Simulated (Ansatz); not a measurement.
**WS2: a vibration from a frozen displacement**

Theory: DFT PBEsol, scalar-relativistic, plane waves, PAW in Ansatz. Settings: plane waves to 420 eV, k-mesh 12×12×2 (Γ-centred), Gaussian smearing 0.05 eV. Spin–orbit coupling is left out, which matters for the heavy elements here. No spin polarisation. Energies are free energies at this smearing, counted from the undisturbed cell; pressure is positive in compression.

The undisturbed cell (relaxed at this level; this form isn't the usual structure):

```
W S
1.0
     3.14578    0.00000    0.00000
    -1.57289    2.72432    0.00000
     0.00000    0.00000   16.95342
W S
1 2
Direct
  0.33333 0.66667 0.00000
  0.66667 0.33333 0.90758
  0.66667 0.33333 0.09242
```

The cell holds layers and no dispersion correction was added, so their binding is poorly described.

Every S atom is moved by x along the Cartesian unit vector (0.000, 0.000, 1.000); the cell and all other atoms stay fixed. The cell's volume is 145.29 Å³; the moved atoms weigh 64.120 u together and the others 183.840 u. Some rows repeat others by symmetry and weren't run.

```
  x (Å)  ΔE (meV/cell) total force on the moved atoms along the move (eV/Å) pressure (GPa)
-0.1000         166.97                                                3.3284          0.3712
-0.0875         127.94                                                2.9171          0.2830
-0.0750          94.05                                                2.5037          0.2065
-0.0625          65.35                                                2.0887          0.1417
-0.0500          41.84                                                1.6724          0.0887
-0.0375          23.54                                                1.2551          0.0473
-0.0250          10.47                                                0.8371          0.0177
-0.0125           2.62                                                0.4187          0.0000
 0.0000           0.00                                                0.0000         -0.0061
 0.0125           2.62                                               -0.4187          0.0000
 0.0250          10.47                                               -0.8371          0.0177
 0.0375          23.54                                               -1.2551          0.0473
 0.0500          41.84                                               -1.6724          0.0887
 0.0625          65.35                                               -2.0887          0.1417
 0.0750          94.05                                               -2.5037          0.2065
 0.0875         127.94                                               -2.9171          0.2830
 0.1000         166.97                                               -3.3284          0.3712
```

Task: What frequency belongs to this motion?

Result: The force constant is k = −dF/dx = 33.496 eV/Å², from the parabola through x = -0.0125, 0 and 0.0125. In every cell the moved atoms swing against the rest, so the mass is μ = m₁m₂/(m₁ + m₂) = 47.539 u, and ν̃ = 521.5 cm⁻¹ × √(|k|/μ) = 438 cm⁻¹. To first order in x, and within 1 %, the force on every atom lies along the move and, within each of the two groups, in proportion to the atom's mass, so this is itself a mode at the zone centre of this cell, taken without macroscopic field (the transverse frequency in a polar insulator).

Task: How far does the harmonic law reach?

Result: At x = -0.100 Å, kx²/2 = 167.48 meV against the computed 166.97 meV (-0.3 %): the well is still close to harmonic there.

Task: The pressure changes with x². What does that say about the frequency under compression?

Result: With E = k(V)x²/2, k ∝ V^(−2γ) and x scaling with the cell as V^(1/3), P − P0 = −∂E/∂V = (2γ − 2/3) ΔE/V. At x = 0.0250 Å, V(P − P0) = 145.29 × 0.02380 / 160.2 eV = 21.58 meV and ΔE = 10.47 meV, so γ = 1/3 + V(P − P0)/(2ΔE) = 1.36. This is the Grüneisen parameter of the motion under uniform scaling of the cell: shrinking the cell evenly by 1 % in volume raises the frequency by about 1.36 %.

The frequency of 438 cm⁻¹ belongs to the out-of-plane, infrared-active vibration of a single trigonal-prismatic layer, in which both sulfur planes move together against tungsten. It should not be confused with the Raman-active breathing mode, where the sulfur planes move oppositely and tungsten stays at rest. The restoring force comes from the covalent W 5d–S 3p bonds within the layer, which explains the high frequency despite the heavy metal atom.

The well is symmetric because the mirror plane through tungsten makes x and −x equivalent: bonds on one side stretch while those on the other shorten. Odd anharmonic terms therefore cancel, leaving only a slight quartic softening.

The Grüneisen parameter of 1.36 reflects stiffening of the W–S bonds when the layer itself is scaled along with the empty space around it. It does not predict the shift under hydrostatic pressure in bulk WS2, where the soft gaps between layers would take up much of the compression and the bonds would shorten far less.
